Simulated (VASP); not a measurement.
**Te2Mo: relaxation of cell and atoms with PBE+D3(BJ)**

Crystal: Te2Mo.

```
Te Mo
1.0
     3.49568    0.00000    0.00000
    -1.74784    3.02735    0.00000
     0.00000    0.00000   13.69484
Te Mo
4 2
Direct
  0.33333 0.66667 0.61724
  0.66667 0.33333 0.11724
  0.33333 0.66667 0.88276
  0.66667 0.33333 0.38276
  0.33333 0.66667 0.25000
  0.66667 0.33333 0.75000
```

```json
{
  "Program": "VASP 6.6.1",
  "Task": "relaxation of cell and atoms",
  "Functional": "PBE",
  "Dispersion": "D3(BJ)",
  "Potentials or basis": "VASP PAW PBE potentials, release 64 (Te, Mo_sv)",
  "Cutoff": "600 eV",
  "k mesh": "9 × 9 × 2",
  "Occupations": "gaussian, width 0.03 eV",
  "Spin": "no spin polarisation",
  "Further INCAR settings": "ALGO = Normal; EDIFF = 1e-07; IBRION = 2; EDIFFG = -0.005; NSW = 90; ISIF = 3"
}
```

```yaml
Pressure_after_relaxing: 0.0 GPa
Largest_force_after_relaxing: 0.003 eV/Å
Band_gap_on_the_k_mesh: 0.67 eV, indirect (least direct gap 1.03 eV)
Dispersion_energy_per_atom: -0.554 eV
```

Forces on the atoms (eV/Å):
```
Te   0.000  0.000 -0.003
Te   0.000  0.000 -0.003
Te   0.000  0.000  0.003
Te   0.000  0.000  0.003
Mo   0.000  0.000  0.000
Mo   0.000  0.000  0.000
```

Final structure:
```xyz
6
Lattice="3.4957 0.0000 0.0000 -1.7478 3.0273 0.0000 0.0000 0.0000 13.6948" Properties=species:S:1:pos:R:3 pbc="T T T"
Te    0.0000    2.0182    8.4530
Te    1.7478    1.0091    1.6056
Te    0.0000    2.0182   12.0892
Te    1.7478    1.0091    5.2418
Mo    0.0000    2.0182    3.4237
Mo    1.7478    1.0091   10.2711
```

Levels at points of the mesh, in eV from the valence-band top:
| k point | band 22 | band 23 | band 24 | band 25 | band 26 | band 27 | band 28 | band 29 | band 30 | band 31 |
| --- | --- | --- | --- | --- | --- | --- | --- | --- | --- | --- |
| (0.00, 0.00, 0.00) | -1.06 | -1.01 | -1.01 | -0.17 | 0.00 | 2.87 | 2.87 | 3.06 | 3.06 | 3.07 |
| (0.00, 0.00, 0.50) | -1.04 | -1.04 | -1.04 | -0.05 | -0.05 | 2.91 | 2.91 | 2.91 | 2.91 | 3.29 |

Run time: 46 s on 2 MPI ranks on AMD EPYC 9R45 96-Core Processor (Zen 5), on a shared host, peak memory 0.33 GiB a rank.

Caveat: the relaxation stopped at its first step, so nothing moved; spin-orbit coupling is left out, which moves the levels of the heavy elements; an odd mesh through Γ misses points on the zone boundary, where band edges often lie. A hybrid or GW would open this gap; PBE tends to underestimate it.
